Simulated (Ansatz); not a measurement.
# ZrN: the cost of one run

Program: Ansatz 0.2.0. Level of theory: DFT PBE, scalar-relativistic, plane waves, PAW. These are calculated values, not measurements.

4 further runs of the same task are left out: 4 set aside as unsound or not needed.

## (1) Starting point

The structure is cubic, space group Fm-3m (No. 225). Conventional cell: a = 4.596 Å, b = 4.596 Å, c = 4.596 Å, α = 90.00°, β = 90.00°, γ = 90.00°. Around Zr (site symmetry m-3m) lie 6 N at 2.30 Å. N (site symmetry m-3m) has 6 Zr at 2.30 Å as nearest neighbours.

Structure file:

```cif
data_structure
_symmetry_space_group_name_H-M 'Fm-3m'
_symmetry_Int_Tables_number 225
_cell_length_a 4.5957
_cell_length_b 4.5957
_cell_length_c 4.5957
_cell_angle_alpha 90.000
_cell_angle_beta 90.000
_cell_angle_gamma 90.000
_cell_volume 97.06
loop_
_atom_site_label
_atom_site_type_symbol
_atom_site_symmetry_multiplicity
_atom_site_Wyckoff_symbol
_atom_site_fract_x
_atom_site_fract_y
_atom_site_fract_z
_atom_site_occupancy
Zr1 Zr 4 a 0.00000 0.00000 0.00000 1
N1 N 4 b 0.50000 0.00000 0.00000 1
```

This cell was relaxed beforehand with the same method: volume 12.13 Å³/atom, gap on the mesh none (metal).

## (2) Relaxing at 30 GPa

At a set pressure the run lowers the enthalpy E + PV, so the energy alone may rise along the way.

Input file input.yaml:

```yaml
crystal:
  lattice:
    - [0.0, 2.2978528914, 2.2978528914]
    - [2.2978528914, 0.0, 2.2978528914]
    - [2.2978528914, 2.2978528914, 0.0]
  atoms:
    - { symbol: Zr, position: [0.0, 0.0, 0.0] }
    - { symbol: "N", position: [0.5, 0.5, 0.5] }
basis:
  ecutwfc: 420
kpoints:
  mp_grid: { grid: [16, 16, 16] }
hamiltonian:
  xc: pbe
scf:
  occupations: { method: fermi_dirac, width: 0.15 }
output:
  forces: true
  stress: true
  eigenvalues: true
relax:
  adjacent_minimum: "off"
  f_tol: 0.001
  max_steps: 60
  cell: { stress_tol: 0.02, p_target: 30.0 }
```

Run with:

```bash
> ansatz run input.yaml --threads 1 --pin off --max-ram 3072MiB --backend cpu --events-out ev --progress --plain --runs-dir out
```

**Question.** How long does this run take on 1 thread of Intel Xeon Platinum 8488C (Sapphire Rapids), shared host, and how much memory does it need?

About 16 s, with a peak of 0.42 GiB.
